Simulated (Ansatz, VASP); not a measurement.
This is a calculation of ZnS (Wurtzite-2H) for Ansatz 0.2.0. 

The input input.yaml:

```yaml
crystal:
  lattice:
    - [3.811, 0.0, 0.0]
    - [-1.9055, 3.3004228138, 0.0]
    - [0.0, 0.0, 6.234]
  atoms:
    - { symbol: Zn, position: [0.6666666667, 0.3333333333, 0.5] }
    - { symbol: Zn, position: [0.3333333333, 0.6666666667, 0.0] }
    - { symbol: S, position: [0.6666666667, 0.3333333333, 0.885] }
    - { symbol: S, position: [0.3333333333, 0.6666666667, 0.385] }
hamiltonian:
  xc: pbe
  pseudopotentials: { kind: paw }
kpoints:
  mp_grid: { grid: [8, 8, 5] }
scf:
  occupations: { method: gaussian, width: 0.03 }
output:
  forces: true
  stress: true
  eigenvalues: true
```

Potentials or basis: Ansatz PAW.

Run with:

```bash
$ ansatz run input.yaml --threads 2 --pin off --max-ram 5632MiB --backend cpu --events-out ev --progress --plain --runs-dir out
```

Translate it to VASP 6.6.1. Potentials or basis there: PBE PAW files S, Zn, 520 eV.

As run (cutoffs and basis follow the program's own potentials, and thresholds, step limits or extra output files can differ):

File INCAR:

```
PREC = Accurate
ENCUT = 520
EDIFF = 1E-6
ISMEAR = 0
SIGMA = 0.03
LREAL = F
LASPH = T
NELM = 60
ALGO = Fast
ISIF = 2
LWAVE = F
LCHARG = T
GGA = PE
LELF = T
LVHAR = T
NBANDS = 26
```

KPOINTS

```
Automatic mesh
0
Gamma
  8 8 5
```

File POSCAR:

```
ZnS
1.0
    3.8110000000      0.0000000000      0.0000000000
   -1.9055000000      3.3004228138      0.0000000000
    0.0000000000      0.0000000000      6.2340000000
Zn S
2 2
Direct
    0.6666666667      0.3333333333      0.5000000000
    0.3333333333      0.6666666667      0.0000000000
    0.6666666667      0.3333333333      0.8850000000
    0.3333333333      0.6666666667      0.3850000000
```

Potentials or basis: VASP PAW PBE potentials, release 64 (Zn, S).

The run is started by

```bash
$ cat potpaw_PBE.64/Zn/POTCAR potpaw_PBE.64/S/POTCAR > POTCAR
$ mpirun -np 1 vasp_std > vasp.out
```

Both were run:

|  | Ansatz | VASP |
| --- | --- | --- |
| Pressure | 2.3 GPa | 2.5 GPa |
| Largest force | 0.319 eV/Å | 0.323 eV/Å |

Ansatz's pressure holds a Pulay term of +0.07 GPa for its cutoff of 420 eV, which the other run lacks.

Where Ansatz's input types no cutoff or centring, it takes its own default and a Γ-centred mesh.

Pressure is positive in compression.
